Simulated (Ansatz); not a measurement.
Wanted: the native input for an Ansatz 0.2.0 run.

| Item | Value |
| --- | --- |
| Task | relaxation of cell and atoms |
| Functional | LDA |
| Potentials or basis | Ansatz PAW |
| Cutoff | 420 eV (not typed: the program's choice for these potentials) |
| k mesh | 6 × 6 × 7 |
| Occupations | fermi-dirac, width 0.05 eV |
| Spin | collinear spin, ferromagnetic start |
| Starting moments | [0.0, 0.0, 0.0, 3.0, 3.0, 3.0] μB |

Crystal: FeGe.

```
Ge Fe
1.0
     4.99760    0.00000    0.00000
    -2.49880    4.32805    0.00000
     0.00000    0.00000    4.11576
Ge Fe
3 3
Direct
  0.66667 0.33333 0.50000
  0.33333 0.66667 0.50000
  0.00000 0.00000 0.00000
  0.00000 0.50000 0.00000
  0.50000 0.50000 0.00000
  0.50000 0.00000 0.00000
```

The cell is a database's computed one.

These files were run (other wordings do the same):

input.yaml

```yaml
crystal:
  lattice:
    - [4.9976023358, 0.0, 0.0]
    - [-2.4988011679, 4.3280505808, 0.0]
    - [0.0, 0.0, 4.11576135]
  atoms:
    - { symbol: Ge, position: [0.6666666667, 0.3333333333, 0.5] }
    - { symbol: Ge, position: [0.3333333333, 0.6666666667, 0.5] }
    - { symbol: Ge, position: [0.0, 0.0, 0.0] }
    - { symbol: Fe, position: [0.0, 0.5, 0.0], spin: 3.0 }
    - { symbol: Fe, position: [0.5, 0.5, 0.0], spin: 3.0 }
    - { symbol: Fe, position: [0.5, 0.0, 0.0], spin: 3.0 }
hamiltonian:
  xc: lda
  pseudopotentials: { kind: paw }
magnetization:
  spin_polarized: true
kpoints:
  mp_grid: { grid: [6, 6, 7] }
scf:
  occupations: { method: fermi_dirac, width: 0.05 }
output:
  forces: true
  stress: true
  eigenvalues: true
  write_density: true
  write_potential: true
  elf: true
  volumetric_format: npy
relax:
  f_tol: 0.01
  max_steps: 40
  cell: { stress_tol: 0.05 }
```

Potentials or basis: Ansatz PAW.

Command:

```console
$ ansatz run input.yaml --threads 2 --pin off --max-ram 5632MiB --backend cpu --events-out ev --progress --plain --runs-dir out
```

Results of the run:

The relaxed volume is 13.34 Å³/atom and the relaxed cell is a = 4.869 Å, b = 4.869 Å, c = 3.898 Å, α = 90.00°, β = 90.00°, γ = 120.00°. The space group after relaxing (to 0.05 Å) is P6/mmm (No. 191) and the energy gained by relaxing is 76.8 meV/atom. The ionic steps are 6 and the pressure after relaxing is 0.0 GPa. The band gap on the k mesh is none (metal or under the smearing width) and the net moment is 3.24 μB per cell. The absolute moment is 3.67 μB per cell and the site moments are Ge -0.03, -0.04; Fe +1.12 μB.

Caveat: the plane-wave basis is chosen anew once the cell has moved, so the energies of steps on either side of that aren't comparable; the PAW data sets come from PBE, with cores solved anew for the run's functional, which leaves a small shift of forces and pressure.

Run time: 2.4 min on 2 threads of Intel(R) Xeon(R) Processor @ 2.50GHz (Skylake/Cascade Lake), on a shared host, peak memory 0.59 GiB.
